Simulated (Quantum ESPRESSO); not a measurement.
BaZrO3:

```
Ba Zr O
1.0
     4.19134    0.00000    0.00000
     0.00000    4.19134    0.00000
     0.00000    0.00000    4.19134
Ba Zr O
1 1 3
Direct
  0.00000 0.00000 0.00000
  0.50000 0.50000 0.50000
  0.50000 0.50000 0.00000
  0.50000 0.00000 0.50000
  0.00000 0.50000 0.50000
```

- Program: Quantum ESPRESSO 7.5
- Task: phonons
- Functional: PBE
- Potentials or basis: PseudoDojo 0.4.1 SR PBE standard
- Cutoff: 1143 eV
- Density cutoff: 4572 eV
- k mesh: 4 × 4 × 4, shifted
- Occupations: fermi-dirac, width 0.05 eV
- Spin: no spin polarisation
- Mixing beta: 0.5
- Most SCF iterations: 120
- SCF threshold: 1e-09 Ry

The cell and the atoms were relaxed first, to 15.12 Å³/atom (a = 4.228 Å, b = 4.228 Å, c = 4.228 Å, α = 90.00°, β = 90.00°, γ = 90.00°), and the response was taken there.

The first run showed a gap, so the response started from a second, tighter run with fixed occupations.

Task: What is the highest optical frequency at the zone centre, leaving out the macroscopic field of polar modes?

Result: 473 cm⁻¹, a mode of symmetry T1u (IR).

Optical modes at Γ, degenerate ones joined, polar ones without the macroscopic field:
| cm⁻¹ | components | symmetry | active in | IR intensity, summed ((D/Å)²/amu) |
| --- | --- | --- | --- | --- |
| 96 | 3 | T1u | IR | 31.76 |
| 193 | 3 | T1u | IR | 86.97 |
| 204 | 3 | T2u | silent | 0.00 |
| 473 | 3 | T1u | IR | 45.59 |

Caveat: this release of the barium file is off.
